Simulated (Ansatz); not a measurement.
# Redistribution: CBr3Cl + CHF3 → CBr2ClF + CHBrF2

Gas-phase species: CBr3Cl (tribromochloromethane) `ClC(Br)(Br)Br`, singlet; CHF3 (trifluoromethane) `FC(F)F`, singlet; CBr2ClF (dibromochlorofluoromethane) `FC(Cl)(Br)Br`, singlet; CHBrF2 (bromodifluoromethane) `FC(F)Br`, singlet. The partners trade Br for F; both sit on C, so the bond types are kept.

Shapes, held fixed at every level: PBE0-D4/def2-TZVP. Programs: Ansatz 0.2.0. The zero-point and thermal change to 298 K, harmonic and unscaled (PBE0-D4/def2-TZVP), is -1.2 kJ/mol.

**What was measured.** Tabulated heats of formation (Active Thermochemical Tables): CBr3Cl +53.0; CHF3 -695.9; CBr2ClF -187.4; CHBrF2 -424.2 kJ/mol, which give ΔH(298 K) = +31.2 kJ/mol.

| level | kind | ΔH (kJ/mol) | computed − measured |
| --- | --- | --- | --- |
| HF/def2-SVP | Hartree–Fock | +36.2 | +4.9 |
| PBE-D4/def2-TZVPP | GGA | +14.2 | -17.1 |
| B3LYP-D4/def2-TZVPP | global hybrid | +19.0 | -12.2 |
| BHLYP-D4/def2-TZVPP | global hybrid | +27.6 | -3.6 |
| r2SCAN0-D4/def2-TZVPP | global hybrid | +20.3 | -10.9 |
| wB97X-V/def2-TZVPP | range-separated hybrid | +20.1 | -11.2 |
| CCSD/def2-TZVPP | coupled cluster or CI | +31.7 | +0.5 |
| CCSD(T)/def2-TZVPP | coupled cluster or CI | +32.1 | +0.9 |

Nearest: CCSD/def2-TZVPP (+0.5); farthest: PBE-D4/def2-TZVPP (-17.1). 4 of 8 levels lie within 10 kJ/mol. Relativity is left out for Br. Outer-core shells of Br are correlated, in sets that cover them unevenly.
